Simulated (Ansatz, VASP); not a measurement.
**One calculation of BiTe3, two programs**

```
Bi Te
1.0
     4.90975    0.00000    0.00000
     0.00000    4.90975    0.00000
     0.00000    0.00000    4.90975
Bi Te
1 3
Direct
  0.00000 0.00000 0.00000
  0.00000 0.50000 0.50000
  0.50000 0.00000 0.50000
  0.50000 0.50000 0.00000
```

Alike in both runs: functional PBE; k mesh 4 × 4 × 4; occupations gaussian, width 0.1 eV; no spin polarisation.

Ansatz relaxed the structure, and its values are those at the end. VASP's run is a single point on that final structure, the one shown.

|  | VASP | Ansatz |
| --- | --- | --- |
| version | VASP 6.6.1 | Ansatz 0.2.0 |
| potentials or method | VASP PAW PBE potentials, release 64 (Bi_d, Te) | scalar-relativistic, plane waves, PAW |
| plane-wave cutoff (eV) | 520 | 420 |
| valence electrons in the cell | 33 | 63 |

Ansatz gave:

| Quantity | Value |
| --- | --- |
| gap on the k mesh at the Fermi level (eV) | none |
| pressure (GPa) | -0.1 |

Question: Estimate VASP's values.

Answer: gap on the k mesh at the Fermi level (eV): none; pressure (GPa): -0.2.

A gap of «none» marks a metal or a gap that the smearing closes. The two sets of potentials don't hold the same shells in valence.

Caveats: spin-orbit coupling is left out, which moves the levels of the heavy elements.
